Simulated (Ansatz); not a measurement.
## PtS2: relaxation of cell and atoms with PBE

Crystal: PtS2.

```
CELL_PARAMETERS angstrom
3.54320 0.00000 0.00000
-1.77160 3.06850 0.00000
0.00000 0.00000 5.03880
ATOMIC_POSITIONS crystal
Pt 0.00000 0.00000 0.00000
S 0.66667 0.33333 0.77300
S 0.33333 0.66667 0.22700
```

```yaml
Program: Ansatz 0.2.0
Task: relaxation of cell and atoms
Functional: PBE
Potentials_or_basis: Ansatz PAW
Cutoff: "420 eV (not typed: the program's choice for these potentials)"
k_mesh: 9 × 9 × 5
Occupations: fermi-dirac, width 0.05 eV
Spin: no spin polarisation
Target_pressure: 10 GPa
Target_pressure_GPa: 10
```

```json
{"Relaxed volume": "16.02 Å³/atom", "Relaxed cell": "a = 3.560 Å, b = 3.560 Å, c = 4.378 Å, α = 90.00°, β = 90.00°, γ = 120.00°", "Space group after relaxing (to 0.05 Å)": "P-3m1 (No. 164)", "Energy change on relaxing (the enthalpy is what falls)": "+35.3 meV/atom", "Ionic steps": "8", "Pressure after relaxing": "10.0 GPa", "Band gap on the k mesh": "none (metal or under the smearing width)"}
```

Forces in eV/Å, atoms in the order of the input:
```
Pt   0.000  0.000  0.000
S    0.000  0.000 -0.003
S    0.000  0.000  0.003
```

The path:
| step | energy change (eV) | largest force (eV/Å) | volume (Å³) |
| --- | --- | --- | --- |
| 1 | 0.0000 | 1.2565 | 54.78 |
| 2 | 0.0526 | 0.0083 | 50.30 |
| 3 | 0.0662 | 0.0801 | 48.96 |
| 4 | 0.1542 | 0.1148 | 47.35 |
| 5 | 0.0927 | 0.0003 | 48.26 |
| 6 | 0.1073 | 0.0167 | 48.02 |
| 7 | 0.1048 | 0.0028 | 48.06 |
| 8 | 0.1059 | 0.0026 | 48.06 |

Final structure:
```yaml
crystal:
  lattice:
    - [3.56047, 0.00000, 0.00000]
    - [-1.78023, 3.08345, 0.00000]
    - [0.00000, 0.00000, 4.37768]
  atoms:
    - { symbol: Pt, position: [0.00000, 0.00000, 0.00000] }
    - { symbol: S, position: [0.66667, 0.33333, 0.72661] }
    - { symbol: S, position: [0.33333, 0.66667, 0.27339] }
```

Levels at points of the mesh, in eV from the Fermi level:
```
           k point  band 12  band 13  band 14  band 15  band 16  band 17  band 18  band 19
(0.00, 0.00, 0.00)    -2.50    -1.61    -1.61     0.41     0.80     0.80     3.12     5.31
```

It took 14 s on 2 threads of Arm Neoverse V1, with other jobs on the host, peak memory 0.35 GiB.

Caveat: the plane-wave basis is chosen anew once the cell has moved, so the energies of steps on either side of that aren't comparable. Spin-orbit coupling is left out, which matters for the levels of Pt.
